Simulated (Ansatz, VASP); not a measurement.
## Ga: VASP beside Ansatz

Contents of INCAR:

```
ALGO     = Normal         # electronic algorithm
EDIFF    = 1E-6           # SCF threshold, eV
ENCUT    = 520            # plane-wave cutoff, eV
GGA      = PS             # functional
ISIF     = 2              # what is computed and relaxed
ISMEAR   = 0              # smearing method
LASPH    = True           # aspherical terms in the spheres
LCHARG   = True           # write CHGCAR
LELF     = True           # ELF
LREAL    = False          # projectors in reciprocal space
LVHAR    = True         
LWAVE    = False          # write WAVECAR
NBANDS   = 48             # bands
NELM     = 100            # most SCF steps
PREC     = Accurate       # precision mode
SIGMA    = 0.1            # smearing width, eV
```

Contents of KPOINTS:

```
k-points
0
Gamma
  4 4 4
```

The input POSCAR:

```
Ga
1.0
   -2.9755000000      2.9755000000      2.9755000000
    2.9755000000     -2.9755000000      2.9755000000
    2.9755000000      2.9755000000     -2.9755000000
Ga
6
Direct
    0.2500000000      0.6250000000      0.3750000000
    0.3750000000      0.2500000000      0.6250000000
    0.7500000000      0.8750000000      0.1250000000
    0.1250000000      0.7500000000      0.8750000000
    0.6250000000      0.3750000000      0.2500000000
    0.8750000000      0.1250000000      0.7500000000
```

Input for Ansatz:

```yaml
crystal:
  lattice:
    - [-2.9755, 2.9755, 2.9755]
    - [2.9755, -2.9755, 2.9755]
    - [2.9755, 2.9755, -2.9755]
  atoms:
    - { symbol: Ga, position: [0.25, 0.625, 0.375] }
    - { symbol: Ga, position: [0.375, 0.25, 0.625] }
    - { symbol: Ga, position: [0.75, 0.875, 0.125] }
    - { symbol: Ga, position: [0.125, 0.75, 0.875] }
    - { symbol: Ga, position: [0.625, 0.375, 0.25] }
    - { symbol: Ga, position: [0.875, 0.125, 0.75] }
basis:
  ecutwfc: 420
kpoints:
  mp_grid: { grid: [4, 4, 4] }
hamiltonian:
  xc: pbesol
scf:
  occupations: { method: gaussian, width: 0.1 }
output:
  forces: true
  stress: true
  eigenvalues: true
```

This isn't the form of Ga at room conditions, which is orthorhombic.

Alike in both runs: task single point; functional PBEsol; k mesh 4 × 4 × 4; occupations gaussian, width 0.1 eV; no spin polarisation.

|  | VASP | Ansatz |
| --- | --- | --- |
| version | VASP 6.6.1 | Ansatz 0.2.0 |
| potentials or method | VASP PAW PBE potentials, release 64 (Ga_d) | scalar-relativistic, plane waves, PAW |
| plane-wave cutoff (eV) | 520 | 420 |
| valence electrons in the cell | 78 | 78 |

Ansatz gave:

- gap on the k mesh at the Fermi level (eV): none
- pressure (GPa): 1.2

Question: What did VASP give for the same quantities?

Answer: gap on the k mesh at the Fermi level (eV): none; pressure (GPa): 1.3.

A gap of «none» marks a metal or a gap that the smearing closes.

Caveats: the k mesh is coarse (spacing up to 0.37 Å⁻¹), so the values aren't converged; the PAW data sets were made with another functional, which shifts forces and pressure a little (VASP).
